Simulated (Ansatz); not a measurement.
# Co (P6_3/mmc) in Ansatz: a series of runs

Runs on Co. Level: PBEsol. Tasks: single point.

Everything below comes from runs of Ansatz 0.2.0. Logs are shortened: lines on timing, memory, paths and dates and some standing lists are left out, and cuts for length are marked.

## 1. The crystal as given

The structure is hexagonal, space group P6_3/mmc (No. 194). The conventional cell has a = 2.472 Å, b = 2.472 Å, c = 4.021 Å, α = 90.00°, β = 90.00°, γ = 120.00°. Co (site symmetry -6m2) is surrounded by 12 Co at 2.47 Å.

## 2. Single point, PBEsol

input.yaml

```yaml
crystal:
  lattice:
    - [2.4719999032, 0.0, 0.0]
    - [-1.2359999516, 2.1408147143, 0.0]
    - [0.0, 0.0, 4.02114408]
  atoms:
    - { symbol: Co, position: [0.6666666667, 0.3333333333, 0.75] }
    - { symbol: Co, position: [0.3333333333, 0.6666666667, 0.25] }
hamiltonian:
  xc: pbesol
  pseudopotentials: { kind: paw }
kpoints:
  mp_grid: { grid: [12, 12, 7] }
scf:
  occupations: { method: fermi_dirac, width: 0.05 }
output:
  forces: true
  stress: true
  eigenvalues: true
```

Potentials or basis: Ansatz PAW.

Launch:

```bash
> ansatz run input.yaml --threads 2 --pin off --max-ram 5632MiB --backend cpu --events-out ev --progress --plain --runs-dir out
```

Standard output:

```text
Warning: RAYON_NUM_THREADS=2 ignored (pool sized by the plan → 2); use --threads N
Engine: ansatz 0.2.0, x86_64-unknown-linux-gnu
Pseudopotentials: kind: paw
Pseudopotential: Co, paw, valence charge 17, recommended cutoff 420 eV (normal), Co.paw.azcp
Functional definition: PBEsol
  exchange = pbesol_x
  correlation = pbesol_c
Crystal: 2 atoms, lattice volume = 21.280 Å³
Basis set: ecut = 420 eV, 391 PW (Γ), exchange–correlation on 36×36×54 points (8 copies of the dense FFT grid, shifted against one another)
Bands: 21, of which v1, the nominal top of the filled ones, is band 17 counted from 1 (16 counted from 0)
Symmetry: 24 space group operations
Space group: P63/mmc (ITA 194), of the structure as read, at distance tolerance 2.8e-5 Å
k-points: 76 of 1008
Non-local potential: Co, projectors of the file, l = 0: 3, l = 1: 2, l = 2: 3, l = 3: 1
PAW form: soft (Blöchl's): semilocal exchange-correlation on the pseudo side does not see the compensation charge
PAW frozen core: Co, regenerated for the run's functional, and the local potential with it (the file was generated under x = pbe(κ = 0.804, μ = 0.2195149727645171), c = pbe(β = 0.06672455060314922))
PAW one-centre angular grid: Co, 590 points (default); XC on 64 Gauss nodes
Initial density: superposition of atomic densities (neutral atoms: chi_scale 0, normalization atom), corrected by the library's trained network
Initial wavefunctions: pseudopotential atomic-orbital guess
Functional: x = pbesol(κ = 0.804, μ = 0.12345679012345678), c = pbesol(β = 0.046)
SCF iter   1: F=—  HF=-10185.589584 eV  |F-HF|=—  |Δ(HF+E_count)|=         —  Δρ=2.67e-2  dr2=7.82e-2  ethr=1.77e-3  ⟨swp⟩=4.9  Hψ=6002  notcnv=0
preconditioner: auto → none  [metal: Δε(μ)=0.010 eV  Ē_g=5.997 eV  σ=0.050 eV  W_gap=0.05  n_scr=8 (ndim 8)  ℏωp=34.2 eV  f_vac=0.000  D(μ)=5.31/eV (n_scr^D=110)  sad-step TF]
SCF iter   2: F=—  HF=-10185.577118 eV  |F-HF|=—  |Δ(HF+E_count)|=   1.25e-2  Δρ=1.03e-2  dr2=1.26e-2  ethr=2.30e-4  ⟨swp⟩=2.0  Hψ=2409  notcnv=0
SCF iter   3: F=—  HF=-10185.575036 eV  |F-HF|=—  |Δ(HF+E_count)|=   2.08e-3  Δρ=1.02e-3  dr2=1.30e-4  ethr=3.69e-5  ⟨swp⟩=2.1  Hψ=2484  notcnv=0
SCF iter   4: F=—  HF=-10185.575016 eV  |F-HF|=—  |Δ(HF+E_count)|=   1.92e-5  Δρ=1.74e-4  dr2=1.51e-6  ethr=3.83e-7  ⟨swp⟩=2.1  Hψ=2364  notcnv=0
SCF iter   5: F=—  HF=-10185.575010 eV  |F-HF|=—  |Δ(HF+E_count)|=   6.09e-6  Δρ=4.24e-5  dr2=8.79e-8  ethr=4.44e-9  ⟨swp⟩=2.3  Hψ=2647  notcnv=0
SCF iter   6: F=-10185.575010 eV  HF=-10185.575010 eV  |F-HF|=1.46e-8  |Δ(HF+E_count)|=   2.42e-8  Δρ=1.69e-5  dr2=1.41e-8  ethr=2.58e-10  ⟨swp⟩=2.3  Hψ=6052  notcnv=0
SCF 1 converged in 6 iterations: F = -10185.575010 eV  dr2 = 1.41e-8
SCF converged after 6 iterations
Free energy (F): -10185.575010 eV
Harris-Foulkes:  -10185.575010 eV  (|F-HF|=1.46e-8)
Internal energy: -10185.529357 eV  (E = F + TS)
E sigma→0 (E₀):  -10185.552183 eV
Entropy (-TS):   -0.045654 eV (-22.827 meV/atom)
Fermi energy:    18.905572 eV
--- Per-component energies (eV) ---
  E_band       = -478.090149
  E_kinetic    = 909.041843
  E_local      = -5604.770585  (includes V_loc(G=0)·N_el)
  E_nonlocal   = 908.265851
  E_hartree    = 2344.758597
  E_xc         = -315.951188
  E_vxc        = -409.633085  (∫ρ·V_xc dr)
  E_paw        = -2962.697783  (= ΣΔE_a)
  E_vpaw       = -970.514236  (= ΣTr[D̂ρ^β])
  E_aug_tail   = 0.000116  (compensation charges beyond the density's cutoff)
  E_ewald      = -5464.553046
  E_core_change = 0.376838  (= ΣΔE_core)
  E_smearing   = -0.045654  (= −TS)
  E_closure    = 0.000000  (closes the sum)
  Σ components = -10185.575010   (vs F -10185.575010, Δ=0.00e0)
--- Forces (eV/Å), atoms counted from 1 ---
  atom   1  Co     0.00000000    -0.00000000     0.00000000
  atom   2  Co     0.00000000     0.00000000     0.00000000
  max |Σ_I F_I| component: 0.00e0 eV/Å
--- Stress (GPa, compression-positive) ---
      -16.713852      -0.000000       0.000000
        0.000000     -16.713852       0.000000
        0.000000       0.000000     -18.844682
  P = ⅓ Tr σ = -17.4241 GPa (-174.241 kbar)
--- Band table (eV; the first three rows and the last of 76) ---
  k-point 0: bands = ["-75.9311", "-75.8683", "-39.5067", "-39.1781", "-39.1781", "-39.1416", "-39.1265", "-39.1265", "9.7761", "14.0774", "16.9874", "17.0617", "17.0617", "17.4059", "17.4059", "17.8234", "17.8234", "18.6369", "19.0049", "19.0049", "25.7680"]
  k-point 1: bands = ["-75.9280", "-75.8714", "-39.4889", "-39.1756", "-39.1756", "-39.1600", "-39.1291", "-39.1291", "9.9840", "13.9835", "16.9268", "17.0103", "17.0103", "17.3468", "17.3468", "17.9533", "17.9533", "18.0095", "18.9927", "18.9927", "26.8506"]
  k-point 2: bands = ["-75.9193", "-75.8801", "-39.4389", "-39.2113", "-39.1684", "-39.1684", "-39.1363", "-39.1363", "10.5896", "13.5561", "16.7700", "16.9478", "16.9478", "17.0244", "17.2058", "17.2058", "18.2349", "18.2349", "18.9309", "18.9309", "29.3285"]
  k-point 75: bands = ["-75.8544", "-75.8544", "-39.4183", "-39.4183", "-39.3532", "-39.3291", "-39.2070", "-39.2070", "15.5772", "15.5976", "15.5976", "15.7053", "16.5084", "16.5084", "17.7239", "17.9545", "19.0364", "19.0364", "24.9564", "24.9564", "26.0139"]
```

Run time: 1.7 s. Hardware: 2 threads of AMD EPYC 7R43 (Zen 3), shared host; peak memory 0.37 GiB.

Results:

```yaml
Free_energy: -10185.5750 eV
Pressure: -17.4 GPa
Band_gap_on_the_k_mesh: none (metal or under the smearing width)
```

Levels at points of the mesh, in eV from the Fermi level:
```tsv
k point	band 13	band 14	band 15	band 16	band 17	band 18	band 19	band 20	band 21
(0.00, 0.00, 0.00)	-1.84	-1.50	-1.50	-1.08	-1.08	-0.27	0.10	0.10	6.86
(0.00, -0.50, 0.00)	-1.99	-1.86	-1.49	0.26	0.34	0.42	1.89	3.84	9.90
```

Caveat: the run has no spin polarisation, though such a crystal can be magnetic; the PAW data sets come from PBE, with cores solved anew for the run's functional, which leaves a small shift of forces and pressure.

## 3. Single point, PBEsol, collinear spin, ferromagnetic start

input.yaml

```yaml
crystal:
  lattice:
    - [2.4719999032, 0.0, 0.0]
    - [-1.2359999516, 2.1408147143, 0.0]
    - [0.0, 0.0, 4.02114408]
  atoms:
    - { symbol: Co, position: [0.6666666667, 0.3333333333, 0.75], spin: 2.0 }
    - { symbol: Co, position: [0.3333333333, 0.6666666667, 0.25], spin: 2.0 }
hamiltonian:
  xc: pbesol
  pseudopotentials: { kind: paw }
magnetization:
  spin_polarized: true
kpoints:
  mp_grid: { grid: [12, 12, 7] }
scf:
  occupations: { method: fermi_dirac, width: 0.05 }
output:
  forces: true
  stress: true
  eigenvalues: true
```

Potentials or basis: Ansatz PAW.

Launch:

```bash
> ansatz run input.yaml --threads 2 --pin off --max-ram 5632MiB --backend cpu --events-out ev --progress --plain --runs-dir out
```

Run time: 4.9 s. Hardware: 2 threads of AMD EPYC 7R43 (Zen 3), shared host; peak memory 0.41 GiB.

It converged, with:

| Item | Value |
| --- | --- |
| Free energy | -10185.9768 eV |
| Pressure | -5.8 GPa |
| Band gap on the k mesh | none (metal or under the smearing width) |
| Net moment | 3.20 μB per cell |
| Absolute moment | 3.48 μB per cell |
| Site moments | Co +1.66 μB |

Stress tensor (GPa, compression positive):
```
-4.82  0.00  0.00
 0.00 -4.82  0.00
 0.00  0.00 -7.63
```

Levels at points of the mesh, in eV from the Fermi level:
Spin up:
```
            k point  band 15  band 16  band 17  band 18  band 19  band 20  band 21  band 22  band 23
 (0.00, 0.00, 0.00)    -2.29    -1.90    -1.90    -0.77    -0.77    -0.31     6.37    21.94    24.59
(0.00, -0.50, 0.00)    -2.22    -0.61    -0.54    -0.46     1.33     3.37     9.66    10.31    12.76
```
Spin down:
```csv
k point,band 13,band 14,band 15,band 16,band 17,band 18
"(0.00, 0.00, 0.00)",-0.99,-0.62,-0.62,-0.30,-0.15,-0.15
"(0.00, -0.50, 0.00)",-1.14,-1.10,-0.67,1.26,1.36,1.42
```

Caveat: the PAW data sets come from PBE, with cores solved anew for the run's functional, which leaves a small shift of forces and pressure.

## 4. Single point, PBEsol, collinear spin, antiferromagnetic start

input.yaml, as its differences from that of step 3:

```diff
@@ -7,3 +7,3 @@
     - { symbol: Co, position: [0.6666666667, 0.3333333333, 0.75], spin: 2.0 }
-    - { symbol: Co, position: [0.3333333333, 0.6666666667, 0.25], spin: 2.0 }
+    - { symbol: Co, position: [0.3333333333, 0.6666666667, 0.25], spin: -2.0 }
 hamiltonian:
```

Launch:

```bash
> ansatz run input.yaml --threads 2 --pin off --max-ram 5632MiB --backend cpu --events-out ev --progress --plain --runs-dir out
```

Run time: 16 s. Hardware: 2 threads of AMD EPYC 7R43 (Zen 3), shared host; peak memory 0.43 GiB.

The run converged. Its results:

```
Free energy            : -10185.9768 eV
Pressure               : -5.8 GPa
Band gap on the k mesh : none (metal or under the smearing width)
Net moment             : -3.20 μB per cell
Absolute moment        : 3.48 μB per cell
Site moments           : Co -1.66 μB
```

Stress tensor (GPa, compression positive):
```
-4.82  0.00  0.00
 0.00 -4.82  0.00
 0.00  0.00 -7.63
```

Levels at points of the mesh, in eV from the Fermi level:
Spin up:
```tsv
k point	band 12	band 13	band 14	band 15	band 16	band 17	band 18	band 19
(0.00, 0.00, 0.00)	-0.99	-0.99	-0.62	-0.62	-0.30	-0.15	-0.15	1.10
(0.00, -0.50, 0.00)	-1.92	-1.14	-1.10	-0.67	1.26	1.36	1.42	2.62
```
Spin down:
```tsv
k point	band 16	band 17	band 18	band 19	band 20	band 21	band 22	band 23
(0.00, 0.00, 0.00)	-1.90	-1.90	-0.77	-0.77	-0.31	6.37	21.94	24.59
(0.00, -0.50, 0.00)	-0.61	-0.54	-0.46	1.33	3.37	9.66	10.31	12.76
```

Caveat: the PAW data sets come from PBE, with cores solved anew for the run's functional, which leaves a small shift of forces and pressure; the starting moments weren't kept.

## 5. Single point, PBEsol, collinear spin, ferrimagnetic start

input.yaml, as its differences from that of step 4:

```diff
@@ -7,3 +7,3 @@
     - { symbol: Co, position: [0.6666666667, 0.3333333333, 0.75], spin: 2.0 }
-    - { symbol: Co, position: [0.3333333333, 0.6666666667, 0.25], spin: -2.0 }
+    - { symbol: Co, position: [0.3333333333, 0.6666666667, 0.25], spin: -1.0 }
 hamiltonian:
```

Launch:

```bash
> ansatz run input.yaml --threads 2 --pin off --max-ram 5632MiB --backend cpu --events-out ev --progress --plain --runs-dir out
```

It took 14 s on 2 threads of AMD EPYC 7R43 (Zen 3), shared host; peak memory 0.43 GiB.

It converged, with:

```
Free energy            : -10185.9768 eV
Pressure               : -5.8 GPa
Band gap on the k mesh : none (metal or under the smearing width)
Net moment             : 3.20 μB per cell
Absolute moment        : 3.48 μB per cell
Site moments           : Co +1.66 μB
```

Stress tensor (GPa, compression positive):
```
-4.82  0.00  0.00
 0.00 -4.82  0.00
 0.00  0.00 -7.63
```

Levels at points of the mesh, in eV from the Fermi level:
Spin up:
| k point | band 17 | band 18 | band 19 | band 20 | band 21 | band 22 |
| --- | --- | --- | --- | --- | --- | --- |
| (0.00, 0.00, 0.00) | -1.90 | -0.77 | -0.77 | -0.31 | 6.37 | 21.94 |
| (0.00, -0.50, 0.00) | -0.54 | -0.46 | 1.33 | 3.37 | 9.66 | 10.31 |
Spin down:
```tsv
k point	band 11	band 12	band 13	band 14	band 15	band 16	band 17	band 18	band 19	band 20
(0.00, 0.00, 0.00)	-1.06	-0.99	-0.99	-0.62	-0.62	-0.30	-0.15	-0.15	1.10	1.10
(0.00, -0.50, 0.00)	-3.38	-1.92	-1.14	-1.10	-0.67	1.26	1.36	1.42	2.62	4.39
```

Caveat: the PAW data sets come from PBE, with cores solved anew for the run's functional, which leaves a small shift of forces and pressure; the starting moments weren't kept.

## 6. Single point, PBEsol, collinear spin, random start

input.yaml, as its differences from that of step 5:

```diff
@@ -6,4 +6,4 @@
   atoms:
-    - { symbol: Co, position: [0.6666666667, 0.3333333333, 0.75], spin: 2.0 }
-    - { symbol: Co, position: [0.3333333333, 0.6666666667, 0.25], spin: -1.0 }
+    - { symbol: Co, position: [0.6666666667, 0.3333333333, 0.75], spin: 0.68 }
+    - { symbol: Co, position: [0.3333333333, 0.6666666667, 0.25], spin: -2.21 }
 hamiltonian:
```

Potentials or basis: Ansatz PAW.

Launch:

```bash
> ansatz run input.yaml --threads 2 --pin off --max-ram 5632MiB --backend cpu --events-out ev --progress --plain --runs-dir out
```

Standard output:

```text
Warning: RAYON_NUM_THREADS=2 ignored (pool sized by the plan → 2); use --threads N
[... 6 set-up lines as earlier in the session ...]
Crystal: 2 atoms, lattice volume = 21.280 Å³
Basis set: ecut = 420 eV, 391 PW (Γ), exchange–correlation on 36×36×54 points (8 copies of the dense FFT grid, shifted against one another)
Bands: 23, of which v1, the nominal top of the filled ones, is band 17 counted from 1 (16 counted from 0)
Symmetry: 12 space group operations
[... 52 lines left out ...]
  E_ewald      = -5464.553046
  E_core_change = 0.376838  (= ΣΔE_core)
  E_smearing   = -0.015802  (= −TS)
  E_closure    = -0.000000  (closes the sum)
  Σ components = -10185.976762   (vs F -10185.976762, Δ=0.00e0)
--- Forces (eV/Å), atoms counted from 1 ---
  atom   1  Co    -0.00000000    -0.00000000     0.00000000
  atom   2  Co    -0.00000000     0.00000000     0.00000000
  max |Σ_I F_I| component: 2.78e-17 eV/Å
--- Stress (GPa, compression-positive) ---
       -4.818863       0.000000       0.000000
       -0.000000      -4.818863       0.000000
        0.000000       0.000000      -7.634270
  P = ⅓ Tr σ = -5.7573 GPa (-57.573 kbar)
--- Band table (eV; the first three rows and the last of 152) ---
  k-point 0 ↑: bands = ["-74.7886", "-74.7235", "-38.3947", "-38.0683", "-38.0683", "-38.0147", "-38.0147", "-38.0123", "9.8088", "14.5894", "17.8936", "17.9568", "17.9568", "18.3321", "18.3321", "18.6550", "18.7994", "18.7994", "20.0499", "20.0499", "26.3827", "40.7309", "43.9202"]
  k-point 1 ↑: bands = ["-74.7854", "-74.7267", "-38.3761", "-38.0657", "-38.0657", "-38.0316", "-38.0173", "-38.0173", "10.0174", "14.4286", "17.8241", "17.9046", "17.9046", "18.1783", "18.2686", "18.2686", "18.9357", "18.9357", "20.0381", "20.0381", "27.3818", "40.5913", "42.6712"]
  k-point 2 ↑: bands = ["-74.7764", "-74.7358", "-38.3238", "-38.0854", "-38.0583", "-38.0583", "-38.0248", "-38.0248", "10.6265", "13.8128", "17.4963", "17.6395", "17.8408", "17.8408", "18.1175", "18.1175", "19.2339", "19.2339", "19.9744", "19.9744", "29.7449", "39.1407", "41.1813"]
  k-point 75 ↓: bands = ["-76.7315", "-76.7315", "-40.2730", "-40.2730", "-40.2131", "-40.1898", "-40.0661", "-40.0661", "15.0160", "15.0160", "15.0472", "15.2083", "15.9484", "15.9484", "16.9864", "17.1917", "18.2322", "18.2322", "24.6705", "24.6705", "25.6816", "27.0123", "28.7205"]
```

Wall time 12 s (2 threads of AMD EPYC 7R43 (Zen 3), shared host); peak memory 0.43 GiB.

What came out:

```
Free energy            : -10185.9768 eV
Pressure               : -5.8 GPa
Band gap on the k mesh : none (metal or under the smearing width)
Net moment             : -3.20 μB per cell
Absolute moment        : 3.48 μB per cell
Site moments           : Co -1.66 μB
```

Stress tensor (GPa, compression positive):
```
-4.82  0.00  0.00
 0.00 -4.82  0.00
 0.00  0.00 -7.63
```

Levels at points of the mesh, in eV from the Fermi level:
Spin up:
```csv
k point,band 13,band 14,band 15,band 16,band 17,band 18
"(0.00, 0.00, 0.00)",-0.99,-0.62,-0.62,-0.30,-0.15,-0.15
"(0.00, -0.50, 0.00)",-1.14,-1.10,-0.67,1.26,1.36,1.42
```
Spin down:
```csv
k point,band 15,band 16,band 17,band 18,band 19,band 20,band 21,band 22,band 23
"(0.00, 0.00, 0.00)",-2.29,-1.90,-1.90,-0.77,-0.77,-0.31,6.37,21.94,24.59
"(0.00, -0.50, 0.00)",-2.22,-0.61,-0.54,-0.46,1.33,3.37,9.66,10.31,12.76
```

Caveat: the PAW data sets come from PBE, with cores solved anew for the run's functional, which leaves a small shift of forces and pressure; the starting moments weren't kept.

## 7. Summary

```csv
spin,gap on the mesh (eV),pressure (GPa),moment (μB)
off,none,-17.4,-
"collinear, ferromagnetic start",none,-5.8,3.20
"collinear, antiferromagnetic start",none,-5.8,3.20
"collinear, ferrimagnetic start",none,-5.8,3.20
"collinear, random start",none,-5.8,3.20
```

Alike in all rows: task single point; level PBEsol; potentials or basis Ansatz PAW; cell as given; k mesh 12 × 12 × 7; cutoff (eV) 420; smearing fermi-dirac 0.05 eV.

Every run on the cell as given and a fine mesh finds a metal.

Caveats: the PAW data sets come from PBE, with cores solved anew for the run's functional, which leaves a small shift of forces and pressure; the starting moments weren't kept (some runs).

Absolute energies hang on the potentials; compare differences alone.
